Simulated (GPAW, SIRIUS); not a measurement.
This is a calculation of TiC for SIRIUS 7.12.0. The cell is a database's computed one, not the measured one.

File sirius.json:

```json
{
  "control": {
    "processing_unit": "cpu",
    "verbosity": 2,
    "num_bands_to_print": 15,
    "print_forces": true,
    "print_stress": true
  },
  "parameters": {
    "electronic_structure_method": "pseudopotential",
    "xc_functionals": ["XC_GGA_X_PBE", "XC_GGA_C_PBE"],
    "gk_cutoff": 7.8,
    "pw_cutoff": 22.1,
    "ngridk": [11, 11, 11],
    "shiftk": [0, 0, 0],
    "smearing": "fermi_dirac",
    "smearing_width": 0.0018374661,
    "num_bands": 15,
    "num_mag_dims": 0,
    "num_dft_iter": 100,
    "energy_tol": 1e-08,
    "density_tol": 1e-06
  },
  "iterative_solver": {
    "type": "davidson",
    "min_tolerance": 1e-10
  },
  "mixer": {
    "type": "anderson",
    "beta": 0.7,
    "max_history": 8
  },
  "settings": {
    "tol_ne": 1e-10
  },
  "unit_cell": {
    "lattice_vectors": [
      [0.0, 4.092615477534, 4.092615477534],
      [4.092615477534, 0.0, 4.092615477534],
      [4.092615477534, 4.092615477534, 0.0]
    ],
    "atom_coordinate_units": "lattice",
    "atom_types": ["Ti", "C"],
    "atom_files": {
      "C": "C.json",
      "Ti": "Ti.json"
    },
    "atoms": {
      "Ti": [
        [0.0, 0.0, 0.0]
      ],
      "C": [
        [0.5, 0.5, 0.5]
      ]
    }
  }
}
```

Potentials or basis: SSSP 1.3.0 PBE efficiency.

Run with:

```console
$ upf_to_json C.pbe-n-kjpaw_psl.1.0.0.UPF
$ upf_to_json ti_pbe_v1.4.uspp.F.UPF
$ OMP_NUM_THREADS=1 sirius.scf --input=sirius.json --output=out.json --task=0
```

Question: Translate it to GPAW 26.7.0. Potentials or basis there: GPAW PAW data sets (gpaw-data 1.2.1), cutoff 800 eV.

Answer: As run (cutoffs and basis follow the program's own potentials, and thresholds, step limits or extra output files can differ):

Contents of TiC.xyz:

```xyz
2
Lattice="0.0000000000 2.1657188437 2.1657188437 2.1657188437 0.0000000000 2.1657188437 2.1657188437 2.1657188437 0.0000000000" Properties=species:S:1:pos:R:3 pbc="T T T"
Ti     0.0000000000      0.0000000000      0.0000000000
C      2.1657188437      2.1657188437      2.1657188437
```

Potentials or basis: GPAW PAW data sets (gpaw-data 1.2.1), pw.

Command:

```sh
$ OMP_NUM_THREADS=1 gpaw run TiC.xyz -p 'mode=PW(800),xc=PBE,kpts={size:(11,11,11),gamma:True},occupations={name:fermi-dirac,width:0.05},nbands=18,convergence={density:1e-05,energy:1e-05},maxiter=150,txt=gpaw.txt' --properties efs -w gs.gpw
```

Both were run:

|  | SIRIUS | GPAW |
| --- | --- | --- |
| Pressure | 0.2 GPa | 0.9 GPa |

Pressure is positive in compression.
